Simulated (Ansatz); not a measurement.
**InSb: response to strain**

InSb is deformed so: equal xx and yy strain of -2 %. What stress and forces result, by LAPW, PAW and all-electron datasets made for the crystal?

Method: DFT PBE, scalar-relativistic, in Ansatz 0.2.0.

## (1) The structure to begin with

Symmetry: Pmmn, No. 59, orthorhombic system. Conventional cell: a = 5.357 Å, b = 5.712 Å, c = 3.063 Å, α = 90.00°, β = 90.00°, γ = 90.00°. In (site symmetry mm2) has 4 Sb at 2.73 to 2.90 Å and 2 In at 3.06 Å as nearest neighbours. Around Sb (site symmetry mm2) lie 4 In at 2.73 to 2.90 Å and 2 Sb at 3.06 Å.

Structure file:

```xyz
4
Lattice="5.3570 0.0000 0.0000 0.0000 5.7120 0.0000 0.0000 0.0000 3.0630" Properties=species:S:1:pos:R:3 pbc="T T T"
In    0.0000    0.0000    0.0000
In    2.6785    2.8560    0.0000
Sb    2.6785    0.0000    2.5576
Sb    0.0000    2.8560    0.5054
```

Atoms are numbered in the order of the input: In1, In2, Sb3, Sb4.

## (2) The deformed structure

Space group Pmmn before, Pmmn after.

## (3) Full-potential LAPW

The input, input.yaml:

```yaml
crystal:
  lattice:
    - [5.24986, 0.0, 0.0]
    - [0.0, 5.59776, 0.0]
    - [0.0, 0.0, 3.063]
  atoms:
    - { symbol: In, position: [0.0, 0.0, 0.0] }
    - { symbol: In, position: [0.5, 0.5, 0.0] }
    - { symbol: Sb, position: [0.5, 0.0, 0.835] }
    - { symbol: Sb, position: [0.0, 0.5, 0.165] }
kpoints:
  mp_grid: { grid: [6, 6, 11] }
  band_path:
    path:
      - [0.0, 0.0, 0.0]
      - [0.5, 0.0, 0.0]
      - [0.5, 0.5, 0.0]
      - [0.0, 0.5, 0.0]
      - [0.0, 0.0, 0.0]
      - [0.0, 0.0, 0.5]
      - [0.5, 0.0, 0.5]
      - [0.5, 0.5, 0.5]
      - [0.0, 0.5, 0.5]
    npoints: 5
scf:
  occupations: { method: fermi_dirac, width: 0.08 }
hamiltonian:
  xc: pbe
  pseudopotentials: { kind: all_electron, lapw: { basis_error: 0.001 } }
output:
  forces: true
  stress: true
  eigenvalues: true
```

Command:

```console
ansatz run input.yaml --threads 1 --pin off --max-ram 4096MiB --backend cpu --events-out ev --progress --plain --runs-dir out
```

## (4) Frozen-core PAW

The input, input.yaml:

```yaml
crystal:
  lattice:
    - [5.24986, 0.0, 0.0]
    - [0.0, 5.59776, 0.0]
    - [0.0, 0.0, 3.063]
  atoms:
    - { symbol: In, position: [0.0, 0.0, 0.0] }
    - { symbol: In, position: [0.5, 0.5, 0.0] }
    - { symbol: Sb, position: [0.5, 0.0, 0.835] }
    - { symbol: Sb, position: [0.0, 0.5, 0.165] }
kpoints:
  mp_grid: { grid: [6, 6, 11] }
scf:
  occupations: { method: fermi_dirac, width: 0.08 }
hamiltonian:
  xc: pbe
  pseudopotentials: { kind: paw }
output:
  forces: true
  stress: true
  eigenvalues: true
  efg: { contact_densities: true }
  write_density: true
  write_potential: true
  elf: true
  volumetric_format: npy
```

## (5) Datasets made for this crystal

Edit input.yaml of step 4 so:

```diff
@@ -16,3 +16,3 @@
   xc: pbe
-  pseudopotentials: { kind: paw }
+  pseudopotentials: { kind: all_electron, datasets: crystal }
 output:
@@ -22,5 +22 @@
   efg: { contact_densities: true }
-  write_density: true
-  write_potential: true
-  elf: true
-  volumetric_format: npy
```

(Steps that only read results are left out.)

What does the calculation give? Wanted: pressure; largest shear or deviatoric stress.

As calculated:

```
                                 quantity                                              value
                                 pressure  LAPW 23.72, PAW 23.71, crystal datasets 23.72 GPa
largest shear or deviatoric stress (LAPW)                                          15.40 GPa
```

In words: The largest part of the stress beyond the pressure is 15.40 GPa in size, in the xx component; the atoms are carried along and not relaxed. No run of the undeformed cell stands beside it, so the pressure holds what the given cell had before the change. PAW: stress within 0.01 GPa of LAPW, forces within 1 meV/Å. Crystal datasets: stress within 0.01 GPa of LAPW, forces within 1 meV/Å. Spin-orbit coupling is left out, though the cell holds Sb; in elements this heavy it can shift bands and gaps by tenths of an eV.
